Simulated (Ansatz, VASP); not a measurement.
**Two plane-wave programs on LiF**

INCAR

```
PREC     = Accurate       # precision mode
ENCUT    = 520            # plane-wave cutoff, eV
EDIFF    = 1E-6           # SCF threshold, eV
ISMEAR   = 0              # smearing method
SIGMA    = 0.1            # smearing width, eV
LREAL    = False          # projectors in reciprocal space
LASPH    = True           # aspherical terms in the spheres
NELM     = 100            # most SCF steps
ALGO     = Normal         # electronic algorithm
ISIF     = 2              # what is computed and relaxed
LWAVE    = False          # write WAVECAR
LCHARG   = True           # write CHGCAR
GGA      = PE             # functional
LELF     = True           # ELF
LVHAR    = True         
NBANDS   = 24             # bands
```

The input KPOINTS:

```
regular mesh
0
Gamma
  6 6 4
```

Contents of POSCAR:

```
LiF
1.0
    1.4804719000     -2.5679748000      0.0000000000
    1.4804719000      2.5679748000      0.0000000000
    0.0000000000      0.0000000000      7.3630484000
Li F
3 3
Direct
    0.0000000000      0.5000000000      0.3333710000
    0.5000000000      0.0000000000      0.6666290000
    0.5000000000      0.5000000000      0.0000000000
    0.5000000000      0.0000000000      0.1666530000
    0.0000000000      0.5000000000      0.8333470000
    0.0000000000      0.0000000000      0.5000000000
```

Input for Ansatz:

```yaml
crystal:
  lattice:
    - [1.4804719, -2.5679748, 0.0]
    - [1.4804719, 2.5679748, 0.0]
    - [0.0, 0.0, 7.3630484]
  atoms:
    - { symbol: Li, position: [0.0, 0.5, 0.333371] }
    - { symbol: Li, position: [0.5, 0.0, 0.666629] }
    - { symbol: Li, position: [0.5, 0.5, 0.0] }
    - { symbol: F, position: [0.5, 0.0, 0.166653] }
    - { symbol: F, position: [0.0, 0.5, 0.833347] }
    - { symbol: F, position: [0.0, 0.0, 0.5] }
basis:
  ecutwfc: 420
kpoints:
  mp_grid: { grid: [6, 6, 4] }
hamiltonian:
  xc: pbe
scf:
  occupations: { method: gaussian, width: 0.1 }
  lower_state_search: "off"
output:
  forces: true
  stress: true
  eigenvalues: true
```

Alike in both runs: task single point; functional PBE; k mesh 6 × 6 × 4; occupations gaussian, width 0.1 eV; no spin polarisation.

|  | VASP | Ansatz |
| --- | --- | --- |
| version | VASP 6.6.1 | Ansatz 0.2.0 |
| potentials or method | VASP PAW PBE potentials, release 64 (Li_sv, F) | scalar-relativistic, plane waves, PAW |
| plane-wave cutoff (eV) | 520 | 420 |
| valence electrons in the cell | 30 | 30 |

VASP gave:

```
gap on the k mesh at the Fermi level (eV) : 7.76
least direct gap on the mesh (eV)         : 7.79
```

Which values does Ansatz return?

gap on the k mesh at the Fermi level (eV): 7.77; least direct gap on the mesh (eV): 7.80.

The functional is the same, so the differences come from potentials, cutoffs and numerics.

 A k mesh can miss the band edges. As with any semilocal functional, this PBE gap is likely too small.
